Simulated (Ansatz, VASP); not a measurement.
## Te in VASP and in Ansatz

```
Te
1.0
     4.42411    0.00000    0.00000
    -2.21205    3.83139    0.00000
     0.00000    0.00000    5.88424
Te
3
Direct
  0.73100 0.73100 0.00000
  0.00000 0.26900 0.66667
  0.26900 0.00000 0.33333
```

Change from the starting cell: volume scaled by 0.98.

Alike in both runs: task single point; functional PBEsol; k mesh 7 × 7 × 5; occupations fermi-dirac, width 0.05 eV; no spin polarisation.

|  | VASP | Ansatz |
| --- | --- | --- |
| version | VASP 6.6.1 | Ansatz 0.2.0 |
| potentials or method | VASP PAW PBE potentials, release 64 (Te), cutoff 520 eV | all-electron LAPW, scalar-relativistic |

|  | VASP | Ansatz | Ansatz less VASP |
| --- | --- | --- | --- |
| gap on the k mesh at the Fermi level (eV) | 0.58 | 0.59 | +0.008 |
| least direct gap on the mesh (eV) | 0.77 | 0.79 | +0.015 |
| pressure (GPa) | 0.1 | 0.1 | -0.08 |
| largest component of the traceless stress (GPa) | 0.51 | 0.46 | -0.049 |
| rms of the force components (eV/Å) | 0.136 | 0.120 | -0.0168 |

Atom by atom the forces differ by 0.017 eV/Å (rms over components). Ansatz ran all-electron here, so the differences hold the error of VASP's frozen core and of both bases.

Caveats: spin-orbit coupling is left out, which moves the levels of the heavy elements; an odd mesh through Γ misses points on the zone boundary, where band edges often lie; the PAW data sets were made with another functional, which shifts forces and pressure a little (VASP).
